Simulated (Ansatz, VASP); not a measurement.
**Ti in VASP and in Ansatz**

The input INCAR:

```
  PREC = Accurate
  ENCUT = 520
  EDIFF = 1E-6
  ISMEAR = 0
  SIGMA = 0.1
  LREAL = F
  LASPH = T
  NELM = 80
  ALGO = Normal
  ISIF = 2
  LWAVE = F
  LCHARG = T
  GGA = CA
  LELF = T
  LVHAR = T
  NBANDS = 25
```

Contents of KPOINTS:

```
regular mesh
0
Gamma
  6 6 8
```

The input POSCAR:

```
Ti
1.0
    4.6000000000      0.0000000000      0.0000000000
   -2.3000000000      3.9837170000      0.0000000000
    0.0000000000      0.0000000000      2.8200000000
Ti
3
Direct
    0.0000000000      0.0000000000      0.0000000000
    0.3333330000      0.6666670000      0.5000000000
    0.6666670000      0.3333330000      0.5000000000
```

Input for Ansatz:

```yaml
crystal:
  lattice:
    - [4.6, 0.0, 0.0]
    - [-2.3, 3.983717, 0.0]
    - [0.0, 0.0, 2.82]
  atoms:
    - { symbol: Ti, position: [0.0, 0.0, 0.0] }
    - { symbol: Ti, position: [0.333333, 0.666667, 0.5] }
    - { symbol: Ti, position: [0.666667, 0.333333, 0.5] }
kpoints:
  mp_grid:
    grid: [6, 6, 8]
hamiltonian:
  xc: lda
scf:
  occupations:
    method: gaussian
    width: 0.1
basis:
  ecutwfc: "470 eV"
output:
  forces: true
  stress: true
```

This isn't the form of Ti at room conditions, which is hcp.

Alike in both runs: task single point; functional LDA; k mesh 6 × 6 × 8; occupations gaussian, width 0.1 eV; no spin polarisation.

|  | VASP | Ansatz |
| --- | --- | --- |
| version | VASP 6.6.1 | Ansatz 0.2.0 |
| potentials or method | VASP PAW LDA potentials, release 64 (Ti_sv) | plane waves, PAW |
| plane-wave cutoff (eV) | 520 | 470 |
| valence electrons in the cell | 36 | 36 |

|  | VASP | Ansatz | Ansatz less VASP |
| --- | --- | --- | --- |
| pressure (GPa) | -9.0 | -9.0 | +0.01 |
| largest component of the traceless stress (GPa) | 1.22 | 1.21 | -0.003 |

Ansatz warned: «structure_snapped_to_symmetry».
